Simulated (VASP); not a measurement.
# Ag in VASP: a series of runs, part 2 of 3

VASP 6.6.1.

## 3. Relaxation of the atoms, PBE

File INCAR:

```
SYSTEM = Ag
ALGO = Normal
DIPOL = 0.5 0.5 0.500
EDIFF = 1E-6
EDIFFG = -0.02
ENCUT = 520
GGA = PE
IBRION = 2
IDIPOL = 3
ISIF = 2
ISMEAR = 1
KPAR = 2
LASPH = .True.
LCHARG = .False.
LDIPOL = .True.
LREAL = .False.
LWAVE = .False.
NELM = 80
NSW = 80
PREC = Accurate
SIGMA = 0.1
```

File KPOINTS:

```
k-points
0
Gamma
  13 9 1
  0 0 0
```

File POSCAR:

```
Ag
1.0
    2.9314808700      0.0000000000      0.0000000000
    0.0000000000      4.1457400000      0.0000000000
    0.0000000000      0.0000000000     19.3972213000
Ag
4
Direct
    0.5000000000      0.5000000000      0.3866533200
    0.0000000000      0.0000000000      0.4622177700
    0.5000000000      0.5000000000      0.5377822300
    0.0000000000      0.0000000000      0.6133466800
```

Potentials or basis: VASP PAW PBE potentials, release 64 (Ag).

Launch:

```
$ cat potpaw_PBE.64/Ag/POTCAR > POTCAR
$ mpirun -np 2 vasp_std > vasp.out
```

OUTCAR:

```text
SYSTEM = Ag
   EDIFF = 1E-6
   EDIFFG = -0.02
   ENCUT = 520
   GGA = PE
   IBRION = 2
   ISIF = 2
   ISMEAR = 1
   LASPH = .True.
   LREAL = .False.
   NELM = 80
   NSW = 80
   PREC = Accurate

 ion  position               nearest neighbor table
   1  0.500  0.500  0.387-   2 2.93   2 2.93   2 2.93   2 2.93   3 2.93
   2  0.000  0.000  0.462-   1 2.93   1 2.93   1 2.93   1 2.93   4 2.93   3 2.93   3 2.93   3 2.93
                             3 2.93
   3  0.500  0.500  0.538-   4 2.93   4 2.93   4 2.93   4 2.93   1 2.93   2 2.93   2 2.93   2 2.93
                             2 2.93
   4  0.000  0.000  0.613-   3 2.93   3 2.93   3 2.93   3 2.93   2 2.93

  LATTYP: Found a simple orthorhombic cell.
 ALAT       =     2.9314808700
 B/A-ratio  =     1.4142135609
 C/A-ratio  =     6.6168677744

  Lattice vectors:

 A1 = (   2.9314808700,   0.0000000000,   0.0000000000)
 A2 = (   0.0000000000,   4.1457400000,   0.0000000000)
 A3 = (   0.0000000000,   0.0000000000,  19.3972213000)

Analysis of symmetry for initial positions (statically):
=====================================================================
 Subroutine PRICEL returns:
 Original cell was already a primitive cell.

 Routine SETGRP: Setting up the symmetry group for a
 simple orthorhombic supercell.

 Subroutine GETGRP returns: Found  8 space group operations
 (whereof  4 operations were pure point group operations)
 out of a pool of  8 trial point group operations.

The static configuration has the point symmetry C_2v.
 The point group associated with its full space group is D_2h.

Analysis of symmetry for dynamics (positions and initial velocities):
=====================================================================
 Subroutine PRICEL returns:
 Original cell was already a primitive cell.

 Routine SETGRP: Setting up the symmetry group for a
 simple orthorhombic supercell.

 Subroutine GETGRP returns: Found  8 space group operations
 (whereof  4 operations were pure point group operations)
 out of a pool of  8 trial point group operations.

The dynamic configuration has the point symmetry C_2v.
 The point group associated with its full space group is D_2h.

 Subroutine INISYM returns: Found  8 space group operations
 (whereof  4 operations are pure point group operations),
 and found     1 'primitive' translations

----------------------------------------------------------------------------------------

                                     Primitive cell

  volume of cell :     235.7375

  direct lattice vectors                    reciprocal lattice vectors
     2.931480870  0.000000000  0.000000000     0.341124518  0.000000000  0.000000000
     0.000000000  4.145740000  0.000000000     0.000000000  0.241211460  0.000000000
     0.000000000  0.000000000 19.397221300     0.000000000  0.000000000  0.051553776

  length of vectors
     2.931480870  4.145740000 19.397221300     0.341124518  0.241211460  0.051553776

  position of ions in fractional coordinates (direct lattice)
     0.500000000  0.500000000  0.386653320
     0.000000000  0.000000000  0.462217770
[... 80 lines left out ...]
   NELM   =     80;   NELMIN=  2; NELMDL= -5     # of ELM steps
   EDIFF  = 0.1E-05   stopping-criterion for ELM
   LREAL  =      F    real-space projection
   EDIFFG = -.2E-01   stopping-criterion for IOM
   NSW    =     80    number of steps for IOM
   IBRION =      2    ionic relax: 0-MD 1-quasi-New 2-CG
   NFREE  =      1    steps in history (QN), initial steepest desc. (CG)
   ISIF   =      2    stress and relaxation
   ISYM   =      2    0-nonsym 1-usesym 2-fastsym
   POTIM  = 0.5000    time-step for ionic-motion
   TEBEG  =    0.0;   TEEND  =   0.0 temperature during run
   PSTRESS=    0.0 pullay stress
   NELECT =      44.0000    total number of electrons
   NUPDOWN=      -1.0000    fix difference up-down
   EMIN   =  10.00;   EMAX   =-10.00  energy-range for DOS
   EFERMI =   0.00;   METHOD = LEGACY
   ISMEAR =     1;   SIGMA  =   0.10  broadening in eV -4-tet -1-fermi 0-gaus
   EFERMI_NEDOS =   21; number of points for ismear=-14 and -15
   IALGO  =     38    algorithm
   IMIX   =      4    mixing-type and parameters
     AMIX     =   0.40;   BMIX     =  1.00
     AMIX_MAG =   1.60;   BMIX_MAG =  1.00
  volume/ion in A,a.u.               =      58.93       397.71
  Fermi-wavevector in a.u.,A,eV,Ry     =   0.935584  1.767998 11.909420  0.875318
  Thomas-Fermi vector in A             =   2.062506
   LORBIT       =      0    0 simple, 1 ext, 2 COOP (PROOUT), +10 PAW based schemes
   GGA     = PE    functional components
   LHFCALC =     F    Hartree Fock is set to
   AEXX    =    0.0000 exact exchange contribution
   IVDW    =     0    specifies the selected vdW correction
   LEPSILON=     F    determine dielectric tensor
   LRPA    =     F    only Hartree local field effects (RPA)
 conjugate gradient relaxation of ions
 non-spin polarized calculation
 Methfessel and Paxton  Order N= 1 SIGMA  =   0.10
  energy-cutoff  :      520.00
  volume of cell :      235.74
 maximum number of plane-waves:      6417
 NGX is ok and might be reduce to    24
   NGX = 11   NGY = 15   NGZ = 73

--------------------------------------- Ionic step        1  -------------------------------------------

 number of electron      44.0000015 magnetization

 Free energy of the ion-electron system (eV)
  ---------------------------------------------------
  ext. energy  EPLUGINS =         0.00000000
  ---------------------------------------------------
  free energy    TOTEN  =        -9.48682311 eV

  energy without entropy =       -9.48848502  energy(sigma->0) =       -9.48737708

------------------------ aborting loop because EDIFF is reached ----------------------------------------

  FORCE on cell =-STRESS in cart. coord.  units (eV):
  Direction    XX          YY          ZZ          XY          YZ          ZX
  --------------------------------------------------------------------------------------
  -------------------------------------------------------------------------------------
  Total       -1.6467386     -1.8873633     -1.1192703      0.0000000      0.0000000      0.0000000
  in kB      -11.1919719    -12.8273644     -7.6070612      0.0000000      0.0000000      0.0000000
  external PRESSURE =     -10.5421325 kB  Pullay stress =       0.0000000 kB
[... 209 lines left out ...]
  FREE ENERGIE OF THE ION-ELECTRON SYSTEM (eV)
  ---------------------------------------------------
  free  energy   TOTEN  =        -9.5423923160 eV

  energy  without entropy=       -9.5423783328  energy(sigma->0) =       -9.54238765

 dipolmoment           0.000000      0.000000     -0.000000 electrons x Angstroem

--------------------------------------- Ionic step        7  -------------------------------------------

 number of electron      44.0000004 magnetization

------------------------ aborting loop because EDIFF is reached ----------------------------------------
[... 33 lines left out ...]
--------------------------------------- Ionic step        8  -------------------------------------------

 number of electron      44.0000006 magnetization

 dipolmoment           0.000000      0.000000      0.000000 electrons x Angstroem

 Free energy of the ion-electron system (eV)
  ---------------------------------------------------
  ext. energy  EPLUGINS =         0.00000000
  ---------------------------------------------------
  free energy    TOTEN  =        -9.54334600 eV

  energy without entropy =       -9.54315049  energy(sigma->0) =       -9.54328083

 E-fermi :  -0.4727     XC(G=0):  -4.5091

 val. band max:       -0.4745731717   @ k =   0.0769   0.4444   0.0000
 cond. band min:      -0.4224196527   @ k =   0.2308   0.4444   0.0000
 fundamental gap:      0.0521535191
 Fermi energy:        -0.4727451725

 k-point     1 :       0.0000    0.0000    0.0000
  band No.  band energies     occupation
      1      -7.1397      2.00000
      2      -6.3867      2.00000
      3      -6.0812      2.00000
      4      -5.8671      2.00000
      5      -5.5654      2.00000
      6      -5.2718      2.00000
[... 685 lines left out ...]
     25       1.3845     -0.00000
     26       2.7660      0.00000

 [... further k-points ...]

------------------------ aborting loop because EDIFF is reached ----------------------------------------

 vacuum level on the upper side and lower side of the slab       (xc-potential included)        -0.176        -0.176

  FORCE on cell =-STRESS in cart. coord.  units (eV):
  Direction    XX          YY          ZZ          XY          YZ          ZX
  --------------------------------------------------------------------------------------
  -------------------------------------------------------------------------------------
  Total       -0.9339372     -0.5341968     -0.0121853      0.0000000      0.0000000      0.0000000
  in kB       -6.3474545     -3.6306404     -0.0828169      0.0000000      0.0000000      0.0000000
  external PRESSURE =      -3.3536373 kB  Pullay stress =       0.0000000 kB
[... 19 lines left out ...]
  FREE ENERGIE OF THE ION-ELECTRON SYSTEM (eV)
  ---------------------------------------------------
  free  energy   TOTEN  =        -9.5433459976 eV

  energy  without entropy=       -9.5431504942  energy(sigma->0) =       -9.54328083

 reached required accuracy - stopping structural energy minimisation

 vacuum level on the upper side and lower side of the slab         3.488         3.488
```

OSZICAR:

```text
N       E                     dE             d eps       ncg     rms          rms(c)
DAV:   1     0.268247280169E+03    0.26825E+03   -0.19179E+04  1820   0.140E+03
DAV:   2     0.124906083647E+01   -0.26700E+03   -0.25848E+03  2206   0.282E+02
DAV:   3    -0.100286506294E+02   -0.11278E+02   -0.11014E+02  1952   0.570E+01
[... 74 lines left out ...]
DAV:   1    -0.954276309412E+01    0.29720E-03   -0.10126E+00  1820   0.572E+00    0.685E-02
DAV:   2    -0.954335882760E+01   -0.59573E-03   -0.60590E-03  1846   0.685E-01    0.421E-02
DAV:   3    -0.954334938657E+01    0.94410E-05   -0.12004E-04  2010   0.955E-02    0.290E-02
DAV:   4    -0.954334660513E+01    0.27814E-05   -0.35773E-05  1862   0.434E-02    0.437E-03
DAV:   5    -0.954334599758E+01    0.60755E-06   -0.23164E-06  1292   0.101E-02
   8 F= -.95433460E+01 E0= -.95432808E+01  d E =-.953682E-03
```

Wall time 2.9 min (2 MPI ranks of Intel Xeon 6975P-C (Granite Rapids), shared host); peak memory 0.42 GiB.

Results:

| Quantity | Value |
| --- | --- |
| Free energy | -9.5433 eV |
| Energy gained by relaxing | 14.1 meV/atom |
| Ionic steps | 8 |
| Largest force after relaxing | 0.006 eV/Å |
| Band gap on the k mesh | none (metal or under the smearing width) |

Forces in eV/Å, atoms in the order of the input:
```
Ag   0.000  0.000 -0.006
Ag   0.000  0.000  0.004
Ag   0.000  0.000 -0.004
Ag   0.000  0.000  0.006
```

Step by step:
```tsv
step	energy change (eV)	largest force (eV/Å)	pressure (GPa)
1	0.0000	0.3320	-1.05
2	-0.0156	0.2899	-0.98
3	-0.0472	0.1594	-0.71
4	-0.0380	0.2184	0.01
5	-0.0556	0.0485	-0.44
6	-0.0556	0.0547	-0.43
7	-0.0562	0.0328	-0.39
8	-0.0565	0.0063	-0.34
```

Final structure:
```xyz
4
Lattice="2.9315 0.0000 0.0000 0.0000 4.1457 0.0000 0.0000 0.0000 19.3972" Properties=species:S:1:pos:R:3 pbc="T T T"
Ag    1.4657    2.0729    7.6157
Ag    0.0000    0.0000    8.8967
Ag    1.4657    2.0729   10.5005
Ag    0.0000    0.0000   11.7815
```

Levels at points of the mesh, in eV from the Fermi level:
| k point | band 19 | band 20 | band 21 | band 22 | band 23 | band 24 | band 25 | band 26 |
| --- | --- | --- | --- | --- | --- | --- | --- | --- |
| (0.00, 0.00, 0.00) | -3.15 | -3.05 | -2.76 | -2.63 | -0.37 | 2.39 | 2.87 | 3.78 |

(Continued in part 3 of 3.)
